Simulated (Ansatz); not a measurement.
All numbers below come from DFT PBE, scalar-relativistic, plane waves, PAW in Ansatz 0.2.0. All cells share a 420 eV cutoff and Γ-centred k meshes spaced at most about 0.3 Å⁻¹ (2π included). No spin polarisation.

Each guess is relaxed in cell and atoms at zero pressure, on a coarse mesh first where it starts far from rest and then on a converged one. The steps can't lower the symmetry of the start, but it can rise. Energies are static (0 K, no zero-point motion).

Two unrelaxed guesses for Al5InAs6:

A.

```
Al In As
1.0
     6.69711    0.00000    0.00000
    -3.34855    5.79986    0.00000
     0.00000    0.00000    6.35459
Al In As
5 1 6
Direct
  0.33333 0.33333 0.00068
  0.00000 0.66667 0.00068
  0.66667 0.00000 0.00068
  0.66667 0.33333 0.50068
  0.33333 0.66667 0.50068
  0.00000 0.00000 0.50068
  0.33333 0.33333 0.37532
  0.00000 0.66667 0.37532
  0.66667 0.00000 0.37532
  0.66667 0.33333 0.87532
  0.33333 0.66667 0.87532
  0.00000 0.00000 0.87532
```

B.

```
Al In As
1.0
     3.86600    0.00000    0.00000
    -1.93300    3.34806    0.00000
     0.00000    0.00000   19.06941
Al In As
5 1 6
Direct
  0.66667 0.33333 0.16686
  0.66667 0.33333 0.50020
  0.66667 0.33333 0.83353
  0.33333 0.66667 0.00020
  0.33333 0.66667 0.33353
  0.33333 0.66667 0.66686
  0.66667 0.33333 0.29164
  0.66667 0.33333 0.62497
  0.66667 0.33333 0.95830
  0.33333 0.66667 0.12497
  0.33333 0.66667 0.45830
  0.33333 0.66667 0.79164
```

Question: Do they relax into the same structure? If not, which is lower?

Answer: No. A ends lower, by 13 meV/atom. A: P31m at 20.6 Å³/atom → P31m at 24.4 Å³/atom; B: P3m1 at 20.6 Å³/atom → P3m1 at 24.4 Å³/atom. Counting As atoms around Al and In (those within 1.25 times the shortest such distance or 1.15 times the sum of covalent radii), the end of A and the end of B both have Al 4, In 4. End of A. Conventional cell: a = 7.087 Å, c = 6.725 Å. Around Al on a site of symmetry m lie 4 As at 2.49–2.50 Å; In has 4 As at 2.65–2.67 Å; around As on a site of symmetry m lie 3 Al at 2.46–2.49 Å and 1 In at 2.65 Å; 3 more sites not described. End of B. Conventional cell: a = 4.091 Å, c = 20.219 Å. Al on its first site has 4 As at 2.49–2.50 Å; around In lie 4 As at 2.59–2.67 Å; around As on its first site lie 4 Al at 2.49–2.50 Å; 9 more sites not described.

Ends held by symmetry can be saddle points.
